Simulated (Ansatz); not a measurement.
# SiO2 (P3_121): the host for defect calculations, part 2 of 2

Aim: the runs on the perfect crystal SiO2 (P3_121) that a defect calculation needs first.

Ansatz 0.2.0; plane-wave PAW DFT, PBEsol; relaxation of the host's cell and atoms; PAW set soft_1 (the session's first sound run).

So far. Step 3 (Dielectric tensors of the host): The principal values of the electronic dielectric tensor are 2.49, 2.49 and 2.52. The principal values of the static dielectric tensor are 4.63, 4.63 and 4.85.

### 4. Defect free supercell relaxed in its symmetry

This cell, the one that will hold the defects, is built from the relaxed host. Its coarser k-points can move the atoms a little, so it is relaxed from the symmetric sites, as the reference for the test of stability.

This step: plane-wave PAW DFT, PBEsol; relaxation of the defect-free supercell in its symmetry; PAW set soft_1 (Ansatz 0.2.0).

System of this step: SiO2 (P3_121). The cell holds 72 atoms: 24 Si and 48 O. Its edges and angles: a = 9.897 Å, b = 9.897 Å, c = 10.883 Å, α = 90.0°, β = 90.0°, γ = 120.0°.

pristine.symmetric/input.yaml reads:

```yaml
crystal:
  lattice:
    - [9.8968061413, 0.0, 0.0]
    - [-4.9484030706, 8.5708855347, 0.0]
    - [0.0, 0.0, 10.8826431829]
  atoms:
    - { symbol: Si, position: [0.2648580188, 0.2648580188, 0.0] }
    - { symbol: Si, position: [0.0, 0.2351419812, 0.3333333334] }
    - { symbol: Si, position: [0.2351419812, 0.0, 0.1666666666] }
    - { symbol: O, position: [0.1335417492, 0.2062430087, 0.3926937794] }
    - { symbol: O, position: [0.2937569913, 0.4272987405, 0.0593604461] }
    - { symbol: O, position: [0.0727012595, 0.3664582508, 0.2260271128] }
    - { symbol: O, position: [0.2062430087, 0.1335417492, 0.1073062206] }
    - { symbol: O, position: [0.3664582508, 0.0727012595, 0.2739728872] }
    - { symbol: O, position: [0.4272987405, 0.2937569913, 0.4406395539] }
    - { symbol: Si, position: [0.2648580188, 0.2648580188, 0.5] }
    - { symbol: Si, position: [0.0, 0.2351419812, 0.8333333333] }
    - { symbol: Si, position: [0.2351419812, 0.0, 0.6666666666] }
    - { symbol: O, position: [0.1335417492, 0.2062430087, 0.8926937794] }
    - { symbol: O, position: [0.2937569913, 0.4272987405, 0.5593604461] }
    - { symbol: O, position: [0.0727012595, 0.3664582508, 0.7260271128] }
    - { symbol: O, position: [0.2062430087, 0.1335417492, 0.6073062205] }
    - { symbol: O, position: [0.3664582508, 0.0727012595, 0.7739728872] }
    - { symbol: O, position: [0.4272987405, 0.2937569913, 0.9406395539] }
    - { symbol: Si, position: [0.2648580188, 0.7648580188, 0.0] }
    - { symbol: Si, position: [0.0, 0.7351419812, 0.3333333334] }
    - { symbol: Si, position: [0.2351419812, 0.5, 0.1666666666] }
    - { symbol: O, position: [0.1335417492, 0.7062430087, 0.3926937794] }
    - { symbol: O, position: [0.2937569913, 0.9272987405, 0.0593604461] }
    - { symbol: O, position: [0.0727012595, 0.8664582508, 0.2260271128] }
    - { symbol: O, position: [0.2062430087, 0.6335417492, 0.1073062206] }
    - { symbol: O, position: [0.3664582508, 0.5727012595, 0.2739728872] }
    - { symbol: O, position: [0.4272987405, 0.7937569913, 0.4406395539] }
    - { symbol: Si, position: [0.2648580188, 0.7648580188, 0.5] }
    - { symbol: Si, position: [0.0, 0.7351419812, 0.8333333333] }
    - { symbol: Si, position: [0.2351419812, 0.5, 0.6666666666] }
    - { symbol: O, position: [0.1335417492, 0.7062430087, 0.8926937794] }
    - { symbol: O, position: [0.2937569913, 0.9272987405, 0.5593604461] }
    - { symbol: O, position: [0.0727012595, 0.8664582508, 0.7260271128] }
    - { symbol: O, position: [0.2062430087, 0.6335417492, 0.6073062205] }
    - { symbol: O, position: [0.3664582508, 0.5727012595, 0.7739728872] }
    - { symbol: O, position: [0.4272987405, 0.7937569913, 0.9406395539] }
    - { symbol: Si, position: [0.7648580188, 0.2648580188, 0.0] }
    - { symbol: Si, position: [0.5, 0.2351419812, 0.3333333334] }
    - { symbol: Si, position: [0.7351419812, 0.0, 0.1666666666] }
    - { symbol: O, position: [0.6335417492, 0.2062430087, 0.3926937794] }
    - { symbol: O, position: [0.7937569913, 0.4272987405, 0.0593604461] }
    - { symbol: O, position: [0.5727012595, 0.3664582508, 0.2260271128] }
    - { symbol: O, position: [0.7062430087, 0.1335417492, 0.1073062206] }
    - { symbol: O, position: [0.8664582508, 0.0727012595, 0.2739728872] }
    - { symbol: O, position: [0.9272987405, 0.2937569913, 0.4406395539] }
    - { symbol: Si, position: [0.7648580188, 0.2648580188, 0.5] }
    - { symbol: Si, position: [0.5, 0.2351419812, 0.8333333333] }
    - { symbol: Si, position: [0.7351419812, 0.0, 0.6666666666] }
    - { symbol: O, position: [0.6335417492, 0.2062430087, 0.8926937794] }
    - { symbol: O, position: [0.7937569913, 0.4272987405, 0.5593604461] }
    - { symbol: O, position: [0.5727012595, 0.3664582508, 0.7260271128] }
    - { symbol: O, position: [0.7062430087, 0.1335417492, 0.6073062205] }
    - { symbol: O, position: [0.8664582508, 0.0727012595, 0.7739728872] }
    - { symbol: O, position: [0.9272987405, 0.2937569913, 0.9406395539] }
    - { symbol: Si, position: [0.7648580188, 0.7648580188, 0.0] }
    - { symbol: Si, position: [0.5, 0.7351419812, 0.3333333334] }
    - { symbol: Si, position: [0.7351419812, 0.5, 0.1666666666] }
    - { symbol: O, position: [0.6335417492, 0.7062430087, 0.3926937794] }
    - { symbol: O, position: [0.7937569913, 0.9272987405, 0.0593604461] }
    - { symbol: O, position: [0.5727012595, 0.8664582508, 0.2260271128] }
    - { symbol: O, position: [0.7062430087, 0.6335417492, 0.1073062206] }
    - { symbol: O, position: [0.8664582508, 0.5727012595, 0.2739728872] }
    - { symbol: O, position: [0.9272987405, 0.7937569913, 0.4406395539] }
    - { symbol: Si, position: [0.7648580188, 0.7648580188, 0.5] }
    - { symbol: Si, position: [0.5, 0.7351419812, 0.8333333333] }
    - { symbol: Si, position: [0.7351419812, 0.5, 0.6666666666] }
    - { symbol: O, position: [0.6335417492, 0.7062430087, 0.8926937794] }
    - { symbol: O, position: [0.7937569913, 0.9272987405, 0.5593604461] }
    - { symbol: O, position: [0.5727012595, 0.8664582508, 0.7260271128] }
    - { symbol: O, position: [0.7062430087, 0.6335417492, 0.6073062205] }
    - { symbol: O, position: [0.8664582508, 0.5727012595, 0.7739728872] }
    - { symbol: O, position: [0.9272987405, 0.7937569913, 0.9406395539] }
basis:
  ecutwfc: 420
  xc_grid: 2
hamiltonian:
  xc: pbesol
  pseudopotentials: { kind: paw, azcp: { folder: soft_1 }, xc_functional: pbe }
kpoints:
  mp_grid: { grid: [1, 1, 1] }
scf:
  occupations: { method: fermi_dirac, width: 0.01 }
  max_iter: 100
  lower_state_search: "off"
output:
  forces: true
relax:
  f_tol: 0.015
  max_steps: 60
  escape_saddle: false
checkpoint:
  write: "../pristine.symmetric.run"
  compress: false
  write_wavefunctions: false
  write_every: 100000
```

The run is started by

```sh
$ ansatz run input.yaml --threads 32 --pin off --max-ram 84787MiB --backend cuda --events-out ev --progress --plain --runs-dir out --max-vram 78GiB
```

Numbers of over 12 decimals in the logs are rounded to 6 here.

The program printed:

```text
[...]
device memory: the entry about to start is reckoned to put 3.1 GiB on a device that reports 182.5 GiB free (of which the cap on the GPU budget leaves the run 78.0 GiB)
GPU FFT provider: cuFFT
GPU libraries: cuBLAS 13.8.1, cuFFT 12.4.0, cuSOLVER 12.3.2
GPU matrix products: emulated (plane waves: as basis.precision tells), large ones in fixed point in workspaces of 1.00 GiB
Crystal: 72 atoms, lattice volume = 923.114 Å³
Basis set: ecut = 420 eV, 18049 PW (Γ), exchange–correlation on 144×144×150 points (8 copies of the dense FFT grid, shifted against one another)
Bands: 264, of which v1, the nominal top of the filled ones, is band 192 counted from 1 (191 counted from 0)
Symmetry: 48 space group operations
[...]
k-points: 1
[...]
GPU buffer pool allocated for 388800 grid points (all kernels)
GPU transforms: local potential and band sums: pruned to the plane-wave sphere, on 72×72×75
[...]
SCF iter   1: F=—  HF=-41953.548168 eV  |Δ(HF+E_count)|=         —  Δρ=1.22e-1  dr2=1.24e2  Hψ=1180
[...]
SCF iter   8: F=-41918.967892 eV  HF=-41918.967892 eV  |Δ(HF+E_count)|=   3.50e-6  Δρ=2.86e-6  dr2=7.73e-8  Hψ=679
SCF 1 converged in 8 iterations: F = -41918.967892 eV  dr2 = 7.73e-8
[...]
relax step   1: F+E_penalty+E_count = -41918.96789214 eV  Δ(F+E_penalty+E_count) = +0.000e0 eV  max|allowed force component| = 6.621e-3 eV/Å  Δτ_max = 0.0000 Å  (8 SCF iters, dr2 threshold 5.63e-6 eV, accepted)
[...]
SCF iter   3: F=-41918.967892 eV  HF=-41918.967892 eV  |Δ(HF+E_count)|=   5.14e-8  Δρ=6.90e-7  dr2=4.49e-9  Hψ=652
SCF 2 converged in 3 iterations: F = -41918.967892 eV  dr2 = 4.49e-9
relax step   2: F+E_penalty+E_count = -41918.96789233 eV  Δ(F+E_penalty+E_count) = -1.803e-7 eV  max|allowed force component| = 6.603e-3 eV/Å  Δτ_max = 0.0000 Å  (3 SCF iters, accepted)
SCF converged after 3 iterations
Free energy (F): -41918.967892 eV
[...]
Internal energy: -41918.967892 eV  (E = F + TS)
E sigma→0 (E₀):  -41918.967892 eV
Fermi energy:    5.095746 eV
[...]
--- Forces (eV/Å), atoms counted from 1 ---
  atom   1  Si    -0.00067391    -0.00116725    -0.00000000
  atom   2  Si    -0.00067391     0.00116725    -0.00000000
  atom   3  Si     0.00134783    -0.00000000     0.00000000
  atom   4  O     -0.00107374    -0.00660346     0.00604588
  atom   5  O      0.00625563     0.00237184     0.00604588
  atom   6  O     -0.00518189     0.00423161     0.00604588
  [... 66 more lines of this table ...]
  max |Σ_I F_I| component: 1.91e-17 eV/Å
--- Relaxed structure (2 steps of the walk, 2 accepted, 0 SCFs on fresh bases) ---
  F+E_penalty+E_count = -41918.96789233 eV   max|allowed force component| = 6.603e-3 eV/Å
  atoms:
    - { symbol: Si, position: [0.2648580188, 0.2648580188, -7.485010552973905e-18] }
    - { symbol: Si, position: [1.3877787807814457e-17, 0.2351419812, 0.333333] }
    - { symbol: Si, position: [0.235142, 0.0, 0.166667] }
    - { symbol: O, position: [0.1335417492, 0.2062430087, 0.392694] }
    - { symbol: O, position: [0.2937569913, 0.4272987405, 0.059360] }
    - { symbol: O, position: [0.072701, 0.3664582508, 0.226027] }
  [... 66 more lines of this table ...]
```

The job ended after 1.3 s (1 × NVIDIA GB200 with 32 threads of Arm Neoverse V2, shared host; peak memory 1 GiB).

No atom moved by 0.005 Å in the relaxation.

### 5. Defect free supercell relaxed from displaced atoms

This step: plane-wave PAW DFT, PBEsol; relaxation of the defect-free supercell from random displacements, a test of the host's stability; PAW set soft_1 (Ansatz 0.2.0).

pristine.rattled/input.yaml, as its differences from pristine.symmetric/input.yaml of step 4:

```diff
@@ -94,6 +94,6 @@
   f_tol: 0.015
-  max_steps: 60
-  escape_saddle: false
+  max_steps: 120
+  random_displacement: { amplitude: 0.06, seed: 8413 }
 checkpoint:
-  write: "../pristine.symmetric.run"
+  write: "../pristine.rattled.run"
   compress: false
```

The program printed:

```text
[...]
Crystal: 72 atoms, lattice volume = 923.114 Å³
Basis set: ecut = 420 eV, 18049 PW (Γ), exchange–correlation on 144×144×150 points (8 copies of the dense FFT grid, shifted against one another)
Bands: 264, of which v1, the nominal top of the filled ones, is band 192 counted from 1 (191 counted from 0)
Symmetry: 1 space group operations
k-points: 1
[...]
SCF iter   1: F=—  HF=-41950.225677 eV  |Δ(HF+E_count)|=         —  Δρ=1.22e-1  dr2=1.25e2  Hψ=1172
[...]
SCF iter   2: F=—  HF=-41916.264443 eV  |Δ(HF+E_count)|=    3.40e1  Δρ=4.29e-2  dr2=7.16e0  Hψ=652
[...]
SCF iter   9: F=-41915.378713 eV  HF=-41915.378711 eV  |Δ(HF+E_count)|=   8.55e-6  Δρ=1.14e-5  dr2=1.05e-6  Hψ=980
SCF 1 converged in 9 iterations: F = -41915.378713 eV  dr2 = 1.05e-6
[...]
relax step   1: F+E_penalty+E_count = -41915.37871290 eV  Δ(F+E_penalty+E_count) = +0.000e0 eV  max|allowed force component| = 5.431e0 eV/Å  Δτ_max = 0.0000 Å  (9 SCF iters, dr2 threshold 5.63e-6 eV, accepted)
[...]
relax step   2: F+E_penalty+E_count = -41917.45896589 eV  Δ(F+E_penalty+E_count) = -2.080e0 eV  max|allowed force component| = 3.494e0 eV/Å  Δτ_max = 0.0388 Å  (5 SCF iters, dr2 threshold 1.00e-4 eV, accepted)
relax step   3: F+E_penalty+E_count = -41918.96375621 eV  Δ(F+E_penalty+E_count) = -1.505e0 eV  max|allowed force component| = 5.657e-2 eV/Å  Δτ_max = 0.0718 Å  (6 SCF iters, dr2 threshold 1.00e-4 eV, accepted)
relax step   4: F+E_penalty+E_count = -41918.96377320 eV  Δ(F+E_penalty+E_count) = -1.699e-5 eV  max|allowed force component| = 5.780e-2 eV/Å  Δτ_max = 0.0000 Å  (4 SCF iters, accepted)
[...]
SCF iter   1: F=—  HF=-41918.972124 eV  |Δ(HF+E_count)|=         —  Δρ=1.47e-3  dr2=1.36e-2  Hψ=507
[...]
SCF iter   2: F=—  HF=-41918.968345 eV  |Δ(HF+E_count)|=   3.78e-3  Δρ=7.88e-4  dr2=4.03e-3  Hψ=495
[...]
SCF iter   7: F=-41918.968286 eV  HF=-41918.968285 eV  |Δ(HF+E_count)|=   9.32e-8  Δρ=2.75e-6  dr2=5.80e-8  Hψ=976
SCF 5 converged in 7 iterations: F = -41918.968286 eV  dr2 = 5.80e-8
relax step   5: F+E_penalty+E_count = -41918.96828553 eV  Δ(F+E_penalty+E_count) = -4.512e-3 eV  max|allowed force component| = 2.268e-3 eV/Å  Δτ_max = 0.0228 Å  (7 SCF iters, accepted)
SCF converged after 7 iterations
Free energy (F): -41918.968286 eV
[...]
Internal energy: -41918.968286 eV  (E = F + TS)
E sigma→0 (E₀):  -41918.968286 eV
Fermi energy:    5.096526 eV
[...]
--- Forces (eV/Å), atoms counted from 1 ---
  atom   1  Si     0.00100127    -0.00154192    -0.00033063
  atom   2  Si     0.00020074     0.00015056     0.00116632
  atom   3  Si    -0.00093953    -0.00044486    -0.00069496
  atom   4  O     -0.00107789    -0.00051094     0.00029330
  atom   5  O      0.00018927    -0.00001234    -0.00092579
  atom   6  O      0.00020651     0.00060487     0.00071138
  [... 66 more lines of this table ...]
  max |Σ_I F_I| component: 1.76e-5 eV/Å
--- Relaxed structure (5 steps of the walk, 5 accepted, 0 SCFs on fresh bases) ---
  F+E_penalty+E_count = -41918.96828553 eV   max|allowed force component| = 2.268e-3 eV/Å
  atoms:
    - { symbol: Si, position: [0.265220, 0.265495, -0.000275] }
    - { symbol: Si, position: [0.000490, 0.235627, 0.332981] }
    - { symbol: Si, position: [0.235933, 0.000733, 0.166446] }
    - { symbol: O, position: [0.134007, 0.206675, 0.392296] }
    - { symbol: O, position: [0.294371, 0.427891, 0.059317] }
    - { symbol: O, position: [0.072998, 0.367032, 0.225753] }
  [... 66 more lines of this table ...]
```

It took 2.8 s on 1 × NVIDIA GB200 with 32 threads; peak memory 0.97 GiB.

Step by step:

| step | energy less that of the first step (eV) | largest force component (eV/Å) |
| --- | --- | --- |
| 1 | 0.0000 | 5.4311 |
| 2 | -2.0803 | 3.4943 |
| 3 | -3.5850 | 0.0566 |
| 4 | -3.5851 | 0.0578 |
| 5 | -3.5896 | 0.0023 |

The relaxation ends 50 meV an atom lower than the displaced start, with a largest force component of 0.0023 eV/Å.

### 6. Host on a dense mesh

This step: plane-wave PAW DFT, PBEsol; single point of the defect-free host, a test of the k-point sampling; PAW set soft_1 (Ansatz 0.2.0).

System of this step: SiO2 (P3_121). The structure is trigonal, space group P3_121 (No. 152). The conventional cell has a = 4.948 Å, b = 4.948 Å, c = 5.441 Å, α = 90.00°, β = 90.00°, γ = 120.00°. Nearest to Si lie 4 O at 1.62 Å. Nearest to O lie 2 Si at 1.62 Å. Farther neighbours and most contacts between anions are not listed.

dense/input.yaml reads:

```yaml
crystal:
  lattice:
    - [4.9484030706, 0.0, 0.0]
    - [-2.4742015353, 4.2854427673, 0.0]
    - [0.0, 0.0, 5.4413215915]
  atoms:
    - { symbol: Si, position: [0.5297160375, 0.5297160375, 0.0] }
    - { symbol: Si, position: [0.0, 0.4702839625, 0.6666666667] }
    - { symbol: Si, position: [0.4702839625, 0.0, 0.3333333333] }
    - { symbol: O, position: [0.2670834984, 0.4124860174, 0.7853875589] }
    - { symbol: O, position: [0.5875139826, 0.854597481, 0.1187208922] }
    - { symbol: O, position: [0.145402519, 0.7329165016, 0.4520542255] }
    - { symbol: O, position: [0.4124860174, 0.2670834984, 0.2146124411] }
    - { symbol: O, position: [0.7329165016, 0.145402519, 0.5479457745] }
    - { symbol: O, position: [0.854597481, 0.5875139826, 0.8812791078] }
basis:
  ecutwfc: 420
  xc_grid: 2
hamiltonian:
  xc: pbesol
  pseudopotentials: { kind: paw, azcp: { folder: soft_1 }, xc_functional: pbe }
kpoints:
  mp_grid: { grid: [7, 7, 5] }
scf:
  occupations: { method: fermi_dirac, width: 0.01 }
  max_iter: 100
  lower_state_search: "off"
checkpoint:
  write: "../dense.run"
  compress: false
  write_wavefunctions: false
  write_every: 100000
```

The run is started by

```sh
$ ansatz run input.yaml --threads 32 --pin off --max-ram 84787MiB --backend cpu --events-out ev --progress --plain --runs-dir out
```

The program printed:

```text
[...]
Crystal: 9 atoms, lattice volume = 115.389 Å³
Basis set: ecut = 420 eV, 2221 PW (Γ), exchange–correlation on 72×72×80 points (8 copies of the dense FFT grid, shifted against one another)
Bands: 33, of which v1, the nominal top of the filled ones, is band 24 counted from 1 (23 counted from 0)
Symmetry: 6 space group operations
[...]
k-points: 32 of 245 (time reversal used)
[...]
SCF iter   1: F=—  HF=-5244.196283 eV  |Δ(HF+E_count)|=         —  Δρ=1.22e-1  dr2=1.55e1  Hψ=5513
[...]
SCF iter   8: F=-5239.876986 eV  HF=-5239.876986 eV  |Δ(HF+E_count)|=   7.15e-7  Δρ=3.06e-6  dr2=1.18e-8  Hψ=2488
SCF 1 converged in 8 iterations: F = -5239.876986 eV  dr2 = 1.18e-8
[...]
SCF converged after 8 iterations
Free energy (F): -5239.876986 eV
[...]
Internal energy: -5239.876986 eV  (E = F + TS)
E sigma→0 (E₀):  -5239.876986 eV
Fermi energy:    5.114849 eV
[...]
```

Wall time 0.7 s (32 threads); peak memory 0.37 GiB.

### 7. Defect free supercell at the zone centre

The supercell is run at the zone centre, to see how far that sampling misses the dense mesh.

System of this step: SiO2 (P3_121). The cell holds 72 atoms: 24 Si and 48 O. Cell: a = 9.897 Å, b = 9.897 Å, c = 10.883 Å, α = 90.0°, β = 90.0°, γ = 120.0°.

pristine.sampling_gamma/input.yaml, as its differences from pristine.rattled/input.yaml of step 5:

```diff
@@ -90,10 +90,4 @@
   lower_state_search: "off"
-output:
-  forces: true
-relax:
-  f_tol: 0.015
-  max_steps: 120
-  random_displacement: { amplitude: 0.06, seed: 8413 }
 checkpoint:
-  write: "../pristine.rattled.run"
+  write: "../pristine.sampling_gamma.run"
   compress: false
```

The run is started by

```sh
$ ansatz run input.yaml --threads 32 --pin off --max-ram 84787MiB --backend cuda --events-out ev --progress --plain --runs-dir out --max-vram 78GiB
```

The program printed:

```text
[...]
GPU FFT provider: cuFFT
GPU libraries: cuBLAS 13.8.1, cuFFT 12.4.0, cuSOLVER 12.3.2
[...]
Crystal: 72 atoms, lattice volume = 923.114 Å³
Basis set: ecut = 420 eV, 18049 PW (Γ), exchange–correlation on 144×144×150 points (8 copies of the dense FFT grid, shifted against one another)
Bands: 264, of which v1, the nominal top of the filled ones, is band 192 counted from 1 (191 counted from 0)
Symmetry: 48 space group operations
[...]
k-points: 1
[...]
GPU buffer pool allocated for 388800 grid points (all kernels)
[...]
SCF iter   1: F=—  HF=-41953.548167 eV  |Δ(HF+E_count)|=         —  Δρ=1.22e-1  dr2=1.24e2  Hψ=1180
[...]
SCF iter   8: F=-41918.967892 eV  HF=-41918.967892 eV  |Δ(HF+E_count)|=   3.41e-6  Δρ=3.07e-6  dr2=8.49e-8  Hψ=678
SCF 1 converged in 8 iterations: F = -41918.967892 eV  dr2 = 8.49e-8
[...]
SCF converged after 8 iterations
Free energy (F): -41918.967892 eV
[...]
Internal energy: -41918.967892 eV  (E = F + TS)
E sigma→0 (E₀):  -41918.967892 eV
Fermi energy:    5.095742 eV
[...]
```

It took 1.1 s on 1 × NVIDIA GB200 with 32 threads; peak memory 1 GiB.

### 8. Outcome

| Property | Result |
| --- | --- |
| primitive cell vectors, lengths | 4.948, 4.948, 5.441 Å |
| electronic dielectric constant | principal values (2.49, 2.49, 2.52) |
| static dielectric constant | principal values (4.63, 4.63, 4.85) |
| gap on the k-mesh of the response run (PBEsol) | 5.72 eV |
| supercell relaxed in its symmetry less the displaced and relaxed one | 0.000 eV |
| energy an atom at the zone centre alone less that on the dense mesh | 0.001 eV |

What this shows: Step 5: The energy fell by 3.590 eV from the randomly displaced start; against the sites as typed, O49 ends farthest off, by 0.01 Å, once the mean shift is taken out. The displaced cell ends within 0.01 eV of the symmetric one relaxed in its symmetry, so no lower structure shows in this supercell. The k-mesh can miss the band edges, so this gap is an upper bound at this level. All at zero temperature.

[Logs are printed without paths, hosts, clocks, repeated set-up lines and the standing remarks that a program may print on its own settings, such as how far it seeks lower states.]

[Hosts, paths, dates, database ids (printed as entryN), source tags and the programs' standing remarks are cut or masked in the printed files.]

[Runs of the host that timed out are not shown.]

[For some hosts the program warned that the k-mesh of the response run may be too coarse for force constants and the static dielectric constant; such warnings are not always shown.]
